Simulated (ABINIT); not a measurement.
CuO (Tenorite):

```
Cu O
1.0
     2.34185   -1.71130    0.00000
     2.34185    1.71130    0.00000
    -0.85003    0.00000    5.05787
Cu O
2 2
Cartesian
  0.7459 -0.8557 2.5289
  1.1709 0.8557 0.0000
  1.7043 0.2793 3.7934
  2.1293 -0.2793 1.2645
```

Base run:

| Quantity | Value |
| --- | --- |
| Program | ABINIT 10.8.3 (patched build) |
| Functional | PBE |
| Potentials or basis | PseudoDojo NC SR PBE v0.4.1 standard |
| Cutoff | 1252 eV |
| k mesh | 8 × 8 × 4 |
| Occupations | fermi-dirac, width 0.05 eV |
| Spin | no spin polarisation |

Its results: band gap on the k mesh none (metal or under the smearing width); pressure 5.5 GPa; largest force 0.288 eV/Å.

**Question.** The run is repeated on the same cell with these changes: functional from PBE to PBEsol; potentials or basis from PseudoDojo NC SR PBE v0.4.1 standard to PseudoDojo NC SR PBEsol v0.4.1 standard; cutoff from 1252 eV to 1143 eV. What comes out?

**Answer.** Band gap on the k mesh none (metal or under the smearing width); pressure -4.0 GPa; largest force 0.388 eV/Å.

Caveats: the run has no spin polarisation, though such a crystal can be magnetic; semilocal functionals often make such compounds metallic where correlation or magnetic order opens a gap, which also shifts bond lengths.
